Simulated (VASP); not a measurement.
**Br: single point with PBE**

Br:

```
Br
1.0
    -1.28677    1.72000    3.57799
     1.28677   -1.72000    3.57799
     1.28677    1.72000   -3.57799
Br
1
Direct
  0.00000 0.00000 0.00000
```

```yaml
Program: VASP 6.6.1
Task: single point
Functional: PBE
Potentials_or_basis: VASP PAW PBE potentials, release 64 (Br)
Cutoff: 500 eV
k_mesh: 13 × 13 × 13
Occupations: gaussian, width 0.02 eV
Spin: no spin polarisation
```

```json
{
 "Pressure": "1.1 GPa",
 "Band gap on the k mesh": "none (metal or under the smearing width)"
}
```

Stress tensor (GPa, compression positive):
```
1.02 0.00 0.00
0.00 1.03 0.00
0.00 0.00 1.20
```

Levels at points of the mesh, in eV from the Fermi level:
```
           k point  band 1  band 2  band 3  band 4  band 5  band 6  band 7  band 8
(0.00, 0.00, 0.00)  -15.69   -1.79   -1.05    4.06    5.52    9.41   12.20   13.07
```

Run time: 57 s on 1 thread of Intel(R) Xeon(R) 6975P-C (Granite Rapids) (shared host), peak memory 0.23 GiB.

Caveat: an odd number of electrons without spin polarisation forces a metal; a magnetic or distorted state may lie lower.
